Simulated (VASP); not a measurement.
The system is CdSe (Cadmoselite).

```
CELL_PARAMETERS angstrom
4.30000 0.00000 0.00000
-2.15000 3.72391 0.00000
0.00000 0.00000 7.02000
ATOMIC_POSITIONS crystal
Cd 0.66667 0.33333 0.50000
Cd 0.33333 0.66667 0.00000
Se 0.66667 0.33333 0.88500
Se 0.33333 0.66667 0.38500
```

```yaml
Program: VASP 6.6.1
Task: single point
Functional: PBE
Potentials_or_basis: VASP PAW PBE potentials, release 64 (Cd, Se)
Cutoff: 520 eV
k_mesh: 7 × 7 × 4
Occupations: fermi-dirac, width 0.05 eV
Spin: no spin polarisation
```

On this cell: pressure 3.3 GPa; largest force 0.291 eV/Å; band gap on the k mesh 0.70 eV, direct.

The same run follows on a disturbed copy (atoms moved at random, drawn with an rms of 0.05 Å):

```
Cd Se
1.0
     4.30000    0.00000    0.00000
    -2.15000    3.72391    0.00000
     0.00000    0.00000    7.02000
Cd Se
2 2
Cartesian
  2.1567 1.2342 3.5110
  -0.0038 2.5320 0.0033
  2.1947 1.2194 6.1770
  -0.0167 2.4663 2.6964
```

Task: What does the disturbed cell give?

Result: The energy moves by +3.3 meV/atom; pressure 3.4 GPa; largest force 0.533 eV/Å; band gap on the k mesh 0.67 eV, direct.

Forces in eV/Å, atoms in the order of the input:
```
Cd  -0.137 -0.065  0.177
Cd   0.210 -0.416  0.259
Se  -0.238  0.420 -0.107
Se   0.165  0.060 -0.328
```

Stress tensor (GPa, compression positive):
```
 3.30  0.72  0.08
 0.72  4.47 -0.52
 0.08 -0.52  2.39
```

